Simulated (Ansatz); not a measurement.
**NbC (Fm-3m): check of PAW against all-electron LAPW in Python**

Aim: a check of PAW against all-electron LAPW, for NbC (Fm-3m), run from a script.

Computed with Ansatz 0.2.0, driven from Python. The levels of theory stand in the script.

### Step 1. The structure

The structure is cubic, space group Fm-3m (No. 225). The conventional cell has a = 4.469 Å, b = 4.469 Å, c = 4.469 Å, α = 90.00°, β = 90.00°, γ = 90.00°. Nb (site symmetry m-3m) has 6 C at 2.23 Å as nearest neighbours. C (site symmetry m-3m) is surrounded by 6 Nb at 2.23 Å.

The script holds or builds the structure itself.

### Step 2. Script

Contents of paw_lapw.py:

```python
import ansatz as az
import numpy as np


def count_gap(report):
    # lowest empty less highest filled band, counting bands; zero where they overlap
    return max(report.get('gap_by_band_count_ev') or 0.0, 0.0)

lattice = az.Lattice.of(
    [0.0, 2.23455, 2.23455],
    [2.23455, 0.0, 2.23455],
    [2.23455, 2.23455, 0.0],
)
sites = [
    ('Nb', [0.0, 0.0, 0.0]),
    ('C', [0.5, 0.5, 0.5]),
]
crystal = az.Crystal(lattice=lattice)
for symbol, position in sites:
    crystal = crystal.atom(symbol, position)

setup = (
    crystal.calculation()
    .functional(az.Functional.LDA)
    .kpoints(11, 11, 11)
    .occupations('fermi_dirac', width=0.05)
    .stress()
    .forces()
    .band_table()
)
variants = {
    'PAW': setup.pseudopotentials('paw'),
    'LAPW': setup.pseudopotentials('all_electron', lapw=True),
}
rows = []
for label, variant in variants.items():
    report = variant.run(threads=1).report
    levels = np.array(report['eigenvalues_ev'][0]) - report['fermi_energy_ev']
    print(label, 'levels at the first k-point near E_F:', np.round(levels[np.abs(levels) < 5], 3))
    rows.append((label, report['n_electrons'], np.trace(report['stress_gpa']) / 3, count_gap(report)))
print('     treatment  electrons in bands           P GPa  gap by band count eV')
for row in rows:
    print(f'{str(row[0]):>14s}  {row[1]:18.1f}  {row[2]:14.3f}  {row[3]:20.3f}')
```

### Step 3. The calls as engine input

The package turns the script's settings into the engine's input (first run):

```yaml
crystal:
  lattice:
    - [0.0, 2.23455, 2.23455]
    - [2.23455, 0.0, 2.23455]
    - [2.23455, 2.23455, 0.0]
  atoms:
    - { symbol: Nb, position: [0.0, 0.0, 0.0] }
    - { symbol: C, position: [0.5, 0.5, 0.5] }
kpoints:
  mp_grid:
    grid: [11, 11, 11]
hamiltonian:
  xc: lda
  pseudopotentials:
    kind: paw
scf:
  occupations:
    method: fermi_dirac
    width: 0.05
output:
  forces: true
  stress: true
  eigenvalues: true
```

### Step 4. Running it

The run is started by

```sh
$ python paw_lapw.py
```

Standard output:

```text
DeckWarning: basis.ecutwfc = 420 eV, auto-derived from the records' recommended cutoffs: set by Nb (normal level)
PAW levels at the first k-point near E_F: [-1.419 -1.419 -1.419 -0.303 -0.303 -0.303  0.265  0.265]
LAPW levels at the first k-point near E_F: [-1.42  -1.42  -1.42  -0.306 -0.306 -0.306  0.264  0.264]
     treatment  electrons in bands           P GPa  gap by band count eV
           PAW                17.0          -8.901                 0.000
          LAPW                37.0          -8.909                 0.000
```

(Warnings from the package without file and line.)

Run time: 17 s. Hardware: 1 thread of Arm Neoverse V1, shared host; peak memory 0.52 GiB.

### Step 5. Inputs of later runs

The engine's inputs for the other runs:

Run 2, against run 1:

```diff
@@ -15 +15,2 @@
-    kind: paw
+    kind: all_electron
+    lapw: {}
```

### Step 6. The runs side by side

One row for each of the 2 runs:

```csv
run,potentials,energy (eV/atom),pressure (GPa),SCF cycles,CPU time (s)
1,paw,-2343.4121,-8.90,6,1.5
2,all_electron,-52433.1791,-8.91,10,15
```

Energies are free energies F = E - TS of the smeared occupations. Totals hang on method, basis and potentials, so only like runs compare.

### Step 7. Results

| quantity | value |
| --- | --- |
| runs compared | 2 |
| difference in pressure | 0.01 GPa |

What this shows: PAW gives -8.901 GPa and LAPW -8.909 GPa, 0.008 GPa apart. They took 1.5 and 14.7 s of processor time. Reading the output:
- For a metal this k-point mesh is coarse: on a finer one energies can move by several to tens of meV an atom and pressures by half a GPa or more, differences at one mesh by less.
- At these settings the cell as given stands under about -9 GPa, so it isn't at this functional's equilibrium volume.
- Pressure is positive in compression; the treatments may keep other shells as core, so totals and counts of electrons can differ.
